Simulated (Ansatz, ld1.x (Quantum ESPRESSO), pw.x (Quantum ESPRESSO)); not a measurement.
platinum (Pt) (sc): variants of one TM potential in the solid

platinum (Pt), norm-conserving Troullier–Martins (Kleinman–Bylander form), made with ld1.x (Quantum ESPRESSO) 7.5 (PBE, scalar-relativistic). Core [Xe] 4f14, reference 5d10 6s0 6p0. Waves: 6p (bound, empty): rc 3.20 bohr; 5d (bound): rc 2.35 bohr; 6s (bound, empty): rc 2.50 bohr. Local part: the s channel. Core correction: Bessel-smoothed model core, default radius (core density twice the valence density).

Crystal test: sc Pt in pw.x 7.5, no spin, 12³ k-points, Fermi–Dirac smearing 0.01 Ry, cutoffs set for each file from its atomic test. The reference is all-electron LAPW (Ansatz 0.2.0) with the same functional, mesh and smearing; V0 and B0 come from Birch–Murnaghan fits to the pressures at five volumes. Errors are pseudo minus all-electron; Δ is the rms difference of the E(V) curves that follow from these fits, minima aligned, over ±6 % about the mean V0. Mesh and smearing are coarse, so the numbers serve the comparison and aren't converged zero-temperature values; the lattice is a test structure that the element need not adopt.

All-electron: a0 = 2.626 Å (V0 = 18.11 Å³/atom), B0 = 184.3 GPa.

Base: The largest radius (3.20 bohr) exceeds half the bond length (2.49 bohr), so the spheres overlap, which is one possible source of error among others. This is a poor potential for the solid.

A dash in a converged row means that the minimum lies outside the volumes sampled.

```tsv
change	cutoffs (Ry)	pw.x	a0 (Å)	a0 error (%)	B0 error (%)	Δ (meV/atom)	mean pressure error (GPa)
base	60/240	converged	2.659	+1.25	-6.2	27.0	+7.11
wave 6p (bound): rc 3.20 bohr becomes 6p (bound): rc 4.56 bohr	55/220	converged	–	–	–	–	+12.82
wave 5d (bound): rc 2.35 bohr becomes 5d (bound): rc 3.40 bohr	50/200	converged	–	–	–	–	+12.34
all radii but the core radius scaled by about 0.94 (s 2.34, p 3.00, d 2.20 bohr)	60/240	converged	2.660	+1.30	-6.6	27.9	+7.37
core correction Bessel-smoothed model core inside 2.22 bohr	60/240	converged	2.659	+1.24	-5.9	26.9	+7.10
```

Problem. Give the row for: local potential all-electron potential smoothed inside 3.15 bohr (lloc = -1).

Solution. pw.x: converged; mean pressure error (GPa): +9.47; a0 (Å): 2.669; a0 error (%): +1.63; B0 error (%): -6.9; Δ (meV/atom): 35.2.
